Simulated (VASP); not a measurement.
# ZnSe (Stilleite) (F-43m) in VASP: notebook, part 2 of 2

VASP 6.6.1.

### Step 4. Band structure, PW91

INCAR reads:

```
SYSTEM = ZnSe
PREC = Accurate
ENCUT = 520
EDIFF = 1E-6
ISMEAR = -1
SIGMA = 0.05
LREAL = .False.
LASPH = .True.
NELM = 60
ALGO = Normal
ISIF = 2
LWAVE = .False.
LCHARG = .False.
GGA = 91
```

KPOINTS reads:

```
Automatic mesh
0
Gamma
  8 8 8
  0 0 0
```

POSCAR reads:

```
ZnSe
1.0
    0.0000000000      2.8338000000      2.8338000000
    2.8338000000      0.0000000000      2.8338000000
    2.8338000000      2.8338000000      0.0000000000
Se Zn
1 1
Direct
    0.7500000000      0.7500000000      0.7500000000
    0.0000000000      0.0000000000      0.0000000000
```

KPOINTS_OPT reads:

```
path GXWKGLUWLK,UX
10
line-mode
reciprocal
 0.0000000000  0.0000000000  0.0000000000  G
 0.5000000000  0.0000000000  0.5000000000  X

 0.5000000000  0.0000000000  0.5000000000  X
 0.5000000000  0.2500000000  0.7500000000  W

 0.5000000000  0.2500000000  0.7500000000  W
 0.3750000000  0.3750000000  0.7500000000  K

 0.3750000000  0.3750000000  0.7500000000  K
 0.0000000000  0.0000000000  0.0000000000  G

 0.0000000000  0.0000000000  0.0000000000  G
 0.5000000000  0.5000000000  0.5000000000  L

 0.5000000000  0.5000000000  0.5000000000  L
 0.6250000000  0.2500000000  0.6250000000  U

 0.6250000000  0.2500000000  0.6250000000  U
 0.5000000000  0.2500000000  0.7500000000  W

 0.5000000000  0.2500000000  0.7500000000  W
 0.5000000000  0.5000000000  0.5000000000  L

 0.5000000000  0.5000000000  0.5000000000  L
 0.3750000000  0.3750000000  0.7500000000  K

 0.6250000000  0.2500000000  0.6250000000  U
 0.5000000000  0.0000000000  0.5000000000  X
```

Started as:

```bash
$ cat potpaw_PBE.64/Se/POTCAR potpaw_PBE.64/Zn/POTCAR > POTCAR
$ mpirun -np 1 vasp_std > vasp.out
```

Wall time 17 s (1 thread of AMD EPYC 9R45 (Zen 5), shared host); peak memory 0.15 GiB.

Results (log left out):

* Free energy: -6.0660 eV
* Pressure: 2.3 GPa
* Band gap on the k mesh: 1.28 eV, direct
* Band gap along the path: 1.28 eV, direct

Levels at the corners of the path, in eV from the valence-band top:
```tsv
point	band 5	band 6	band 7	band 8	band 9	band 10	band 11	band 12	band 13
Γ	-6.22	-6.22	0.00	0.00	0.00	1.28	5.80	5.80	5.80
X	-6.17	-6.04	-4.76	-2.18	-2.18	2.97	3.45	10.72	11.23
X	-6.17	-6.04	-4.76	-2.18	-2.18	2.97	3.45	10.72	11.23
W	-6.25	-5.92	-4.69	-2.77	-2.66	5.47	5.55	6.96	7.70
W	-6.25	-5.92	-4.69	-2.77	-2.66	5.47	5.55	6.96	7.70
K	-6.20	-5.96	-4.72	-3.09	-1.79	3.58	5.59	9.04	9.26
K	-6.20	-5.96	-4.72	-3.09	-1.79	3.58	5.59	9.04	9.26
Γ	-6.22	-6.22	0.00	0.00	0.00	1.28	5.80	5.80	5.80
Γ	-6.22	-6.22	0.00	0.00	0.00	1.28	5.80	5.80	5.80
L	-6.20	-6.06	-5.23	-0.87	-0.87	2.54	6.38	6.38	8.56
L	-6.20	-6.06	-5.23	-0.87	-0.87	2.54	6.38	6.38	8.56
U	-6.20	-5.96	-4.72	-3.09	-1.79	3.58	5.59	9.04	9.26
U	-6.20	-5.96	-4.72	-3.09	-1.79	3.58	5.59	9.04	9.26
W	-6.25	-5.92	-4.69	-2.77	-2.66	5.47	5.55	6.96	7.70
W	-6.25	-5.92	-4.69	-2.77	-2.66	5.47	5.55	6.96	7.70
L	-6.20	-6.06	-5.23	-0.87	-0.87	2.54	6.38	6.38	8.56
L	-6.20	-6.06	-5.23	-0.87	-0.87	2.54	6.38	6.38	8.56
K	-6.20	-5.96	-4.72	-3.09	-1.79	3.58	5.59	9.04	9.26
U	-6.20	-5.96	-4.72	-3.09	-1.79	3.58	5.59	9.04	9.26
X	-6.17	-6.04	-4.76	-2.18	-2.18	2.97	3.45	10.72	11.23
```

Caveat: the PAW data sets were made with another functional, which shifts forces and pressure a little.

### Step 5. Band structure, PBE0

POSCAR is that of step 4.

INCAR.step1 reads:

```
SYSTEM = ZnSe
  PREC = Accurate
  ENCUT = 520
  EDIFF = 1E-5
  ISMEAR = -1
  SIGMA = 0.05
  LREAL = .FALSE.
  LASPH = .TRUE.
  NELM = 100
  ALGO = Normal
  ISIF = 2
  LWAVE = .TRUE.
  LCHARG = .FALSE.
  NBANDS = 16
  GGA = PE
```

INCAR.step2 reads:

```
SYSTEM = ZnSe
  PREC = Accurate
  ENCUT = 520
  EDIFF = 1E-6
  ISMEAR = -1
  SIGMA = 0.05
  LREAL = .FALSE.
  LASPH = .TRUE.
  NELM = 100
  ALGO = Normal
  ISIF = 2
  LWAVE = .FALSE.
  LCHARG = .FALSE.
  GGA = PE
  LHFCALC = .TRUE.
  AEXX = 0.25
  PRECFOCK = Fast
  HFRCUT = -1
  NBANDS = 16
  ISTART = 1
```

KPOINTS reads:

```
Automatic mesh
0
G
  4 4 4
  0 0 0
```

Changes to KPOINTS_OPT since step 4:

```diff
@@ -1,3 +1,3 @@
 path GXWKGLUWLK,UX
-10
+12
 line-mode
```

Started as:

```bash
$ cat potpaw_PBE.64/Se/POTCAR potpaw_PBE.64/Zn/POTCAR > POTCAR
$ cp INCAR.step1 INCAR
$ mpirun -np 1 vasp_std > vasp.out
$ cp INCAR.step2 INCAR
$ mpirun -np 1 vasp_std > vasp.out
```

Run time: 33 min. Hardware: 1 thread of Intel Xeon Platinum 8375C at 2.90GHz (Ice Lake), shared host; peak memory 0.2 GiB.

Results (log left out):

* Free energy: -7.9162 eV
* Pressure: 1.2 GPa
* Band gap on the k mesh: 3.11 eV, direct
* Band gap along the path: 3.11 eV, direct

Levels at the corners of the path, in eV from the valence-band top:
```
point  band 7  band 8  band 9  band 10  band 11  band 12
    Γ    0.00    0.00    0.00     3.11     7.67     7.67
    X   -5.20   -2.34   -2.34     4.55     5.21    12.93
    X   -5.20   -2.34   -2.34     4.55     5.21    12.93
    W   -4.98   -3.03   -2.80     7.15     7.62     8.93
    W   -4.98   -3.03   -2.80     7.15     7.62     8.93
    K   -5.04   -3.34   -1.92     5.27     7.49    11.02
    K   -5.04   -3.34   -1.92     5.27     7.49    11.02
    Γ    0.00    0.00    0.00     3.11     7.67     7.67
    Γ    0.00    0.00    0.00     3.11     7.67     7.67
    L   -5.61   -0.93   -0.93     4.36     8.22     8.22
    L   -5.61   -0.93   -0.93     4.36     8.22     8.22
    U   -5.04   -3.34   -1.92     5.27     7.49    11.02
    U   -5.04   -3.34   -1.92     5.27     7.49    11.02
    W   -4.98   -3.03   -2.80     7.15     7.62     8.93
    W   -4.98   -3.03   -2.80     7.15     7.62     8.93
    L   -5.61   -0.93   -0.93     4.36     8.22     8.22
    L   -5.61   -0.93   -0.93     4.36     8.22     8.22
    K   -5.04   -3.34   -1.92     5.27     7.49    11.02
    U   -5.04   -3.34   -1.92     5.27     7.49    11.02
    X   -5.20   -2.34   -2.34     4.55     5.21    12.93
```

Caveat: the k mesh is coarse (spacing up to 0.48 Å⁻¹), so the values aren't converged, least of all with exact exchange; the PAW data sets were made with another functional, which shifts forces and pressure a little.

### Step 6. The reference run

An earlier run on the cell as given: functional PBE; potentials or basis VASP PAW PBE potentials, release 64 (Se, Zn); cutoff 520 eV; k mesh 8 × 8 × 8; occupations fermi-dirac, width 0.05 eV; no spin polarisation.

* Pressure: 2.3 GPa
* Band gap on the k mesh: 1.29 eV, direct

### Step 7. The runs side by side

```tsv
task	level	k mesh	grid for exact exchange (PRECFOCK)	exchange at q = 0	mesh quality	gap on the mesh (eV)	pressure (GPa)
band structure	revPBE	8 × 8 × 8	-	-	not flagged	1.41	4.0
band structure	BLYP	8 × 8 × 8	-	-	not flagged	1.27	-
band structure	PW91	8 × 8 × 8	-	-	not flagged	1.28	2.3
band structure	PBE0	4 × 4 × 4	Fast	truncated	coarse	3.11	1.2
single point	PBE	8 × 8 × 8	-	-	not flagged	1.29	2.3
```

Alike in all rows: potentials or basis VASP PAW PBE potentials, release 64 (Se, Zn); no spin polarisation; cell as given; cutoff (eV) 520; smearing fermi-dirac 0.05 eV.

Caveats: some runs use coarse meshes; the PAW data sets were made with another functional, which shifts forces and pressure a little (some runs).

Total energies depend on the potentials used, so only differences within one code and one set of settings carry meaning.

### Step 8. Against experiment

Step 2. A measured gap of ZnSe is 2.695 eV (an exciton energy, a little under the gap; 300 K; “Alloy Disordering Effects on the Thermal Conductivity and Energy Gap Temperature Dependence of Cd1−xZnxSe Ternary Crystals Grown by the Bridgman Method”, 2023, pmc:10253836); the calculated 1.41 eV misses it by -1.29 eV. Spin-orbit coupling on Se is left out. The value is that of revPBE, without temperature or zero-point motion. Semilocal functionals fall short of measured gaps as a rule.

Step 3. Measured gap of ZnSe: 2.695 eV (an exciton energy, a little under the gap; 300 K; “Alloy Disordering Effects on the Thermal Conductivity and Energy Gap Temperature Dependence of Cd1−xZnxSe Ternary Crystals Grown by the Bridgman Method”, 2023, pmc:10253836). This calculation gives 1.28 eV (-1.42 eV). So large a miss can be the level of theory's own, or it may mean another phase, state or a wrong row. Spin-orbit coupling on Se is left out. The value is that of BLYP, without temperature or zero-point motion. Semilocal functionals fall short of measured gaps as a rule.

Step 4. A measured gap of ZnSe is 2.695 eV (an exciton energy, a little under the gap; 300 K; “Alloy Disordering Effects on the Thermal Conductivity and Energy Gap Temperature Dependence of Cd1−xZnxSe Ternary Crystals Grown by the Bridgman Method”, 2023, pmc:10253836); the calculated 1.28 eV misses it by -1.41 eV. So large a miss can be the level of theory's own, or it may mean another phase, state or a wrong row. Spin-orbit coupling on Se is left out. The value is that of PW91, without temperature or zero-point motion. Semilocal functionals fall short of measured gaps as a rule.
